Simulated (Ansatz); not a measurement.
NaI under compression: one row to predict

The cell was reached from a generator's guess, though it ends in a space group that the Crystallography Open Database lists for this formula.

The calculation used DFT PBE, scalar-relativistic, plane waves, PAW in Ansatz. Plane waves to 420 eV, a 6×6×6 mesh through Γ for the 2-atom cell and 0.02 eV Gaussian smearing; no spin polarisation.

```cif
data_structure
_symmetry_space_group_name_H-M 'Fm-3m'
_symmetry_Int_Tables_number 225
_cell_length_a 6.5293
_cell_length_b 6.5293
_cell_length_c 6.5293
_cell_angle_alpha 90.000
_cell_angle_beta 90.000
_cell_angle_gamma 90.000
_cell_volume 278.35
loop_
_atom_site_label
_atom_site_type_symbol
_atom_site_symmetry_multiplicity
_atom_site_Wyckoff_symbol
_atom_site_fract_x
_atom_site_fract_y
_atom_site_fract_z
_atom_site_occupancy
Na1 Na 4 b 0.50000 0.00000 0.00000 1
I1 I 4 a 0.00000 0.00000 0.00000 1
```

The cell was set to several volumes, with shape and atoms relaxed at each where symmetry leaves them free. Pressure is positive in compression, and energies count from the lowest row.

```
row  V (Å³/atom)  P (GPa)  ΔE (meV/atom)  gap on mesh (eV)
  1       30.619     2.61           30.2              3.94
  2       31.663     1.78           15.9              3.84
  3       32.707        ?              ?                 ?
  4       33.750     0.50            1.6              3.66
  5       34.794     0.00            0.0              3.58
  6       35.838    -0.42            1.4              3.50
  7       36.882    -0.77            5.3              3.44
  8       38.274    -1.15           13.7              3.35
```

Task: Find B = −V·ΔP/ΔV from rows 4 and 6 and from rows 1 and 2, and from the two its slope B′ and its value B0 at zero pressure.

Result: Rows 4 and 6 give −(33.750 + 35.838)/2 × (-0.42 − (0.50))/(35.838 − 33.750) = 15.3 GPa at a mean pressure of 0.04 GPa. Rows 1 and 2 give −(30.619 + 31.663)/2 × (1.78 − (2.61))/(31.663 − 30.619) = 24.8 GPa at a mean pressure of 2.19 GPa. So B′ = (24.8 − 15.3)/(2.19 − (0.04)) = 4.42 and B0 = 15.3 − 4.42 × (0.04) = 15.1 GPa. A third-order Birch–Murnaghan fit to all the energies gives B0 = 15.1 GPa and B′ = 4.7.

Task: Estimate the pressure and energy of row 3.

Result: From row 5, V0 = 34.794 × (1 + (0.00)/15.1) = 34.794 Å³/atom. Murnaghan's form P = (B0/B′)·[(V0/V)^B′ − 1] gives (15.1/4.42) × [(34.794/32.707)^4.42 − 1] = 1.07 GPa; the computed pressure is 1.08 GPa, so the estimate is off by -0.01 GPa. The work of compression from row 4, with the mean of the two pressures, gives ΔE = 1.6 + (1.07 + 0.50)/2 × (33.750 − 32.707)/160.2 × 1000 = 6.7 meV/atom (1 eV/Å³ = 160.2 GPa); the computed value is 6.7 meV/atom.

Task: Fit the gap against pressure through the other rows and estimate it at the computed pressure of row 3.

Result: Over the 7 rows the mean pressure is 0.3643 GPa and the mean gap is 3.616 eV. The sums of products of deviations are S_xx = 11.39 and S_xy = 1.757, so the slope is 1.757/11.39 = 0.1543 (r = 1.00, rms misfit 0.02 eV). At 1.08 GPa the line gives 3.616 + (0.1543) × (1.08 − 0.3643) = 3.73 eV. The computed value is 3.74 eV, so the line is off by -0.01 eV, no more than the largest miss among the fitted rows (0.03 eV).

These runs have no spin–orbit coupling, which can matter for I. Kohn–Sham gaps at this level usually fall short of measured ones. The missing spin–orbit coupling can work the other way here. All volumes keep the k mesh of the relaxed cell. A later test with randomly moved atoms came back to the same energy, though modes that don't fit the test's cell weren't probed.
